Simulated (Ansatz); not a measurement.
# Fe (P6_3/mmc) in Ansatz: further runs, part 2 of 2

Ansatz 0.2.0. The steps go on from the part before.

### 4 Relaxation of cell and atoms, PBEsol+D3(BJ)-ATM, collinear spin, ferromagnetic start

input.yaml reads:

```yaml
crystal:
  lattice:
    - [2.4341575853, 0.0, 0.0]
    - [-1.2170787927, 2.1080423057, 0.0]
    - [0.0, 0.0, 3.84193447]
  atoms:
    - { symbol: Fe, position: [0.6666666667, 0.3333333333, 0.75], spin: 3.0 }
    - { symbol: Fe, position: [0.3333333333, 0.6666666667, 0.25], spin: 3.0 }
hamiltonian:
  xc: pbesol
  pseudopotentials: { kind: paw }
  dispersion: d3bjatm
magnetization:
  spin_polarized: true
kpoints:
  mp_grid: { grid: [12, 12, 7] }
scf:
  occupations: { method: fermi_dirac, width: 0.05 }
output:
  forces: true
  stress: true
  eigenvalues: true
relax:
  f_tol: 0.01
  max_steps: 40
  cell: { stress_tol: 0.05 }
```

Potentials or basis: Ansatz PAW.

On the command line:

```console
$ ansatz run input.yaml --threads 2 --pin off --max-ram 5632MiB --backend cpu --events-out ev --progress --plain --runs-dir out
```

Standard output:

```text
Warning: RAYON_NUM_THREADS=2 ignored (pool sized by the plan → 2); use --threads N
Engine: ansatz 0.2.0, aarch64-unknown-linux-gnu
Pseudopotentials: kind: paw
Pseudopotential: Fe, paw, valence charge 16, recommended cutoff 420 eV (normal), Fe.paw.azcp
Functional definition: PBEsol
  exchange = pbesol_x
  correlation = pbesol_c
Crystal: 2 atoms, lattice volume = 19.714 Å³
Basis set: ecut = 420 eV, 391 PW (Γ), exchange–correlation on 36×36×54 points (8 copies of the dense FFT grid, shifted against one another)
Bands: 23, of which v1, the nominal top of the filled ones, is band 16 counted from 1 (15 counted from 0)
Symmetry: 24 space group operations
Space group: P63/mmc (ITA 194), of the structure as read, at distance tolerance 2.7e-5 Å
Magnetic group: BNS 194.263 (UNI 1493), of the structure as read, at distance tolerance 2.7e-5 Å
k-points: 76 of 1008
Non-local potential: Fe, projectors of the file, l = 0: 3, l = 1: 2, l = 2: 3, l = 3: 1
PAW form: soft (Blöchl's): semilocal exchange-correlation on the pseudo side does not see the compensation charge
PAW frozen core: Fe, regenerated for the run's functional, and the local potential with it (the file was generated under x = pbe(κ = 0.804, μ = 0.2195149727645171), c = pbe(β = 0.06672455060314922))
PAW one-centre angular grid: Fe, 590 points (default); XC on 64 Gauss nodes
Initial density: superposition of atomic densities (chi_scale 0.1, normalization cell)
Starting moments: Σ|m| = 6 μB on 2 of 2 sites
Initial wavefunctions: pseudopotential atomic-orbital guess
[... 105 lines left out ...]
  E_disp       = -0.689071  (pairwise vdW)
  E_core_change = 0.358403  (= ΣΔE_core)
  E_smearing   = -0.018896  (= −TS)
  E_closure    = -0.000000  (closes the sum)
  Σ components = -8898.448488   (vs F -8898.448488, Δ=0.00e0)
--- Forces (eV/Å), atoms counted from 1 ---
  atom   1  Fe    -0.00000000    -0.00000000    -0.00000000
  atom   2  Fe     0.00000000     0.00000000     0.00000000
  max |Σ_I F_I| component: 9.25e-18 eV/Å
--- Stress (GPa, compression-positive) ---
       -0.031458       0.000000      -0.000000
       -0.000000      -0.031458       0.000000
       -0.000000       0.000000      -0.020515
  P = ⅓ Tr σ = -0.0278 GPa (-0.278 kbar)
--- Band table (eV; the first three rows and the last of 152) ---
  k-point 0 ↑: bands = ["-64.7572", "-64.5880", "-31.2864", "-30.6288", "-30.6288", "-30.5140", "-30.5140", "-30.4985", "12.9143", "16.9514", "20.4869", "20.4869", "20.6134", "20.9973", "20.9973", "21.3917", "21.3917", "22.7026", "23.0856", "23.0856", "31.5244", "43.9867", "47.6712"]
  k-point 1 ↑: bands = ["-64.7488", "-64.5964", "-31.2486", "-30.6231", "-30.6231", "-30.5388", "-30.5197", "-30.5197", "13.1535", "16.9240", "20.3968", "20.3968", "20.5244", "20.9025", "20.9025", "21.5976", "21.5976", "22.0133", "23.0813", "23.0813", "32.6120", "43.8191", "47.1499"]
  k-point 2 ↑: bands = ["-64.7254", "-64.6199", "-31.1421", "-30.6510", "-30.6072", "-30.6072", "-30.5357", "-30.5357", "13.8415", "16.7019", "20.2934", "20.2934", "20.2963", "20.6814", "20.6814", "20.7854", "22.0233", "22.0233", "23.0173", "23.0173", "35.1416", "43.2641", "45.8229"]
  k-point 75 ↓: bands = ["-64.5730", "-64.5730", "-31.1042", "-31.1042", "-30.9536", "-30.8977", "-30.6341", "-30.6341", "18.5692", "18.6568", "18.6568", "18.7740", "19.8791", "19.8791", "21.4135", "21.7113", "23.1130", "23.1130", "29.5950", "29.5950", "30.7529", "32.1370", "34.4086"]
--- Relaxed structure (4 steps of the walk, 4 accepted, 1 SCFs on fresh bases) ---
  F+E_penalty+E_count = -8898.44848751 eV   max|allowed force component| = 4.626e-17 eV/Å   (the final SCF, on the basis selected at the relaxed cell)
  cell:  # Å, volume = 19.3339 Å³
    - [2.4150906603765336, 2.8641416196447396e-11, -1.1569251492588386e-34]
    - [-1.207545330213071, 2.091529864314293, 2.5823157137593454e-34]
    - [-1.8260241806360226e-34, 3.6520483612720453e-34, 3.827550405832757]
  atoms:
    - { symbol: Fe, position: [0.6666666666666667, 0.3333333333333335, 0.7500000000000002] }
    - { symbol: Fe, position: [0.3333333333333334, 0.666666666666667, 0.25000000000000006] }
```

Wall time 17 s (2 threads of Arm Neoverse V2, shared host); peak memory 0.33 GiB.

Results:

```yaml
Free_energy: -8898.4485 eV
Relaxed_volume: 9.67 Å³/atom
Relaxed_cell: a = 2.415 Å, b = 2.415 Å, c = 3.828 Å, α = 90.00°, β = 90.00°, γ = 120.00°
Space_group_after_relaxing_to_0.05_Å: P6_3/mmc (No. 194)
Energy_gained_by_relaxing: 4.0 meV/atom
Ionic_steps: 5
Pressure_after_relaxing: 0.0 GPa
Band_gap_on_the_k_mesh: none (metal or under the smearing width)
Net_moment: 0.00 μB per cell
Absolute_moment: 0.00 μB per cell
```

Step by step:
```
step  energy change (eV)  largest force (eV/Å)  volume (Å³)
   1              0.0000                0.0000        19.71
   2             -0.0066                0.0000        19.50
   3             -0.0082                0.0000        19.33
   4             -0.0082                0.0000        19.33
   5             -0.0079                0.0000        19.33
```

Final structure:
```
Fe
1.0
     2.41509    0.00000    0.00000
    -1.20755    2.09153    0.00000
     0.00000    0.00000    3.82755
Fe
2
Direct
  0.66667 0.33333 0.75000
  0.33333 0.66667 0.25000
```

Caveat: the starting moments collapsed, and a magnetic state may lie lower; the plane-wave basis is chosen anew once the cell has moved, so the energies of steps on either side of that aren't comparable; pairwise dispersion overbinds metals, which lowers pressure and volume; the PAW data sets come from PBE, with cores solved anew for the run's functional, which leaves a small shift of forces and pressure; the starting moments weren't kept.

### 5 Relaxation of cell and atoms, PBEsol+D4, collinear spin, ferromagnetic start

Edit input.yaml of step 4 so:

```diff
@@ -11,3 +11,3 @@
   pseudopotentials: { kind: paw }
-  dispersion: d3bjatm
+  dispersion: d4
 magnetization:
```

On the command line:

```console
$ ansatz run input.yaml --threads 2 --pin off --max-ram 5632MiB --backend cpu --events-out ev --progress --plain --runs-dir out
```

Wall time 17 s (2 threads of Arm Neoverse V2, shared host); peak memory 0.33 GiB.

The run converged. Its results:

```yaml
Free_energy: -8898.2314 eV
Relaxed_volume: 9.71 Å³/atom
Relaxed_cell: a = 2.419 Å, b = 2.419 Å, c = 3.833 Å, α = 90.00°, β = 90.00°, γ = 120.00°
Space_group_after_relaxing_to_0.05_Å: P6_3/mmc (No. 194)
Energy_gained_by_relaxing: 2.5 meV/atom
Ionic_steps: 5
Pressure_after_relaxing: 0.0 GPa
Band_gap_on_the_k_mesh: none (metal or under the smearing width)
Net_moment: 0.00 μB per cell
Absolute_moment: 0.00 μB per cell
```

Step by step:
| step | energy change (eV) | largest force (eV/Å) | volume (Å³) |
| --- | --- | --- | --- |
| 1 | 0.0000 | 0.0000 | 19.71 |
| 2 | -0.0041 | 0.0000 | 19.54 |
| 3 | -0.0051 | 0.0000 | 19.41 |
| 4 | -0.0051 | 0.0000 | 19.42 |
| 5 | -0.0049 | 0.0000 | 19.42 |

Final structure:
```yaml
crystal:
  lattice:
    - [2.41866, 0.00000, 0.00000]
    - [-1.20933, 2.09462, 0.00000]
    - [0.00000, 0.00000, 3.83270]
  atoms:
    - { symbol: Fe, position: [0.66667, 0.33333, 0.75000] }
    - { symbol: Fe, position: [0.33333, 0.66667, 0.25000] }
```

Levels at points of the mesh, in eV from the Fermi level:
Spin up:
| k point | band 12 | band 13 | band 14 | band 15 | band 16 | band 17 | band 18 | band 19 | band 20 | band 21 |
| --- | --- | --- | --- | --- | --- | --- | --- | --- | --- | --- |
| (0.00, 0.00, 0.00) | -1.82 | -1.69 | -1.31 | -1.31 | -0.92 | -0.92 | 0.38 | 0.76 | 0.76 | 9.16 |
| (0.00, -0.50, 0.00) | -2.25 | -2.13 | -1.69 | -1.19 | 0.89 | 1.13 | 1.16 | 2.82 | 5.06 | 11.58 |
Spin down:
```tsv
k point	band 12	band 13	band 14	band 15	band 16	band 17	band 18	band 19	band 20	band 21
(0.00, 0.00, 0.00)	-1.82	-1.69	-1.31	-1.31	-0.92	-0.92	0.38	0.76	0.76	9.16
(0.00, -0.50, 0.00)	-2.25	-2.13	-1.69	-1.19	0.89	1.13	1.16	2.82	5.06	11.58
```

Caveat: the starting moments collapsed, and a magnetic state may lie lower; the plane-wave basis is chosen anew once the cell has moved, so the energies of steps on either side of that aren't comparable; pairwise dispersion overbinds metals, which lowers pressure and volume; the PAW data sets come from PBE, with cores solved anew for the run's functional, which leaves a small shift of forces and pressure; the starting moments weren't kept.
